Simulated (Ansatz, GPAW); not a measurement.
This is a calculation of Ge for GPAW 26.7.0 (ASE script). Atoms were shifted at random by some hundredths of an Å from the given cell, which wasn't relaxed again for these runs. This isn't the form of Ge at room conditions, which is diamond.

run.py

```python
from ase import Atoms
from ase.dft.bandgap import bandgap
from ase.io import write
from ase.units import GPa
from gpaw import GPAW, PW, setup_paths

setup_paths.insert(0, '.')

atoms = Atoms(['Ge', 'Ge', 'Ge', 'Ge'],
              cell=[[4.0504045371, 0.0, 0.0],
                    [-2.0252022685, 3.5077532247, 0.0],
                    [0.0, 0.0, 10.993359]],
              scaled_positions=[[0.664341, 0.338598, 0.412106],
                                [0.333898, 0.66428, 0.910854],
                                [0.006684, 0.006583, 0.480865],
                                [-0.006605, -0.018803, 0.979551]],
              pbc=True)

calc = GPAW(mode=PW(600),
            xc='PBEsol',
            kpts={'size': (8, 8, 3), 'gamma': True},
            occupations={'name': 'fermi-dirac', 'width': 0.05},
            nbands=18,
            convergence={'density': 1e-05, 'energy': 1e-05},
            maxiter=150,
            txt='gpaw.txt')
atoms.calc = calc
energy = atoms.get_potential_energy()
forces = atoms.get_forces()
stress = atoms.get_stress()
calc.write('gs.gpw')
write('result.traj', atoms)
print(f'Energy: {energy:.6f} eV')
print('Forces (eV/A):')
print(forces.round(4))
print('Stress (GPa):', (stress / GPa).round(3))
print('Fermi level:', round(calc.get_fermi_level(), 4), 'eV')
print(f'Gap: {bandgap(calc)[0]:.4f} eV, direct: {bandgap(calc, direct=True)[0]:.4f} eV')
```

Potentials or basis: PAW data sets generated in the run's folder for this functional, pw.

Run with:

```sh
$ gpaw-setup -f PBEsol Ge
$ OMP_NUM_THREADS=1 python run.py
```

Q: Set up the same calculation for Ansatz 0.2.0. Potentials or basis there: all-electron LAPW, scalar-relativistic.

A: As run (cutoffs and basis follow the program's own potentials, and thresholds, step limits or extra output files can differ):

Contents of input.yaml:

```yaml
crystal:
  lattice:
    - [4.0504045371, 0.0, 0.0]
    - [-2.0252022685, 3.5077532247, 0.0]
    - [0.0, 0.0, 10.993359]
  atoms:
    - { symbol: Ge, position: [0.664341, 0.338598, 0.412106] }
    - { symbol: Ge, position: [0.333898, 0.66428, 0.910854] }
    - { symbol: Ge, position: [0.006684, 0.006583, 0.480865] }
    - { symbol: Ge, position: [-0.006605, -0.018803, 0.979551] }
kpoints:
  mp_grid: { grid: [8, 8, 3] }
scf:
  occupations: { method: fermi_dirac, width: 0.05 }
hamiltonian:
  xc: pbesol
  pseudopotentials: { kind: all_electron, lapw: { basis_error: 0.001 } }
output:
  forces: true
  stress: true
  eigenvalues: true
  populations: true
```

Potentials or basis: all-electron LAPW, scalar-relativistic.

The run is started by

```sh
$ ansatz run input.yaml --threads 2 --pin off --max-ram 8192MiB --backend cpu --events-out ev --progress --plain --runs-dir out
```

Both were run:

|  | GPAW | Ansatz |
| --- | --- | --- |
| Pressure | -1.8 GPa | -1.9 GPa |
| Largest force | 0.672 eV/Å | 0.678 eV/Å |

Where Ansatz's input types no cutoff or centring, it takes its own default and a Γ-centred mesh.

Pressure is positive in compression.
